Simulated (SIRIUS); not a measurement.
# Ta under changes of volume

One of the cells (19.195 Å³/atom); the others are scaled copies at fixed shape and fractional positions:

```
Ta
1.0
     2.91958    0.00000    0.00000
    -1.45979    2.52843    0.00000
     0.00000    0.00000    5.20049
Ta
2
Direct
  0.33333 0.66667 0.25000
  0.66667 0.33333 0.75000
```

This isn't the form of Ta at room conditions, which is bcc.

| Item | Value |
| --- | --- |
| Program | SIRIUS 7.12.0 |
| Functional | PBEsol |
| Potentials or basis | PseudoDojo 0.4.1 PBEsol standard (scalar relativistic) |
| Cutoff | 807 eV |
| Density cutoff | 3227 eV |
| k mesh | 11 × 11 × 5 |
| Occupations | fermi-dirac, width 0.05 eV |
| Spin | no spin polarisation |

| volume (Å³/atom) | energy over the lowest point (meV/atom) | pressure (GPa) |
| --- | --- | --- |
| 17.689 | 6.09 | 5.0 |
| 18.066 | 0.00 | 0.5 |
| 18.442 | 3.90 | -3.6 |
| 19.195 | 37.95 | -10.5 |
| 19.571 | 66.43 | -13.5 |
| 19.948 | ? | ? |

What does the run at 19.948 Å³/atom give?

Energy over the lowest point 101.56 meV/atom; pressure -16.2 GPa.

Worked out: A Birch-Murnaghan fit of order 3 (a polynomial in V^(-2/3)) to the other rows has its minimum at 18.10 Å³/atom with B0 = V·E''(V) = 202 GPa and B' = 3.8 at fixed shape and positions, which overstates the stiffness. It gives 101.70 meV/atom at 19.948 Å³/atom, against the run's 101.56, and -dE/dV = -16.3 GPa, against -16.2.

Energies are extrapolated to zero smearing.
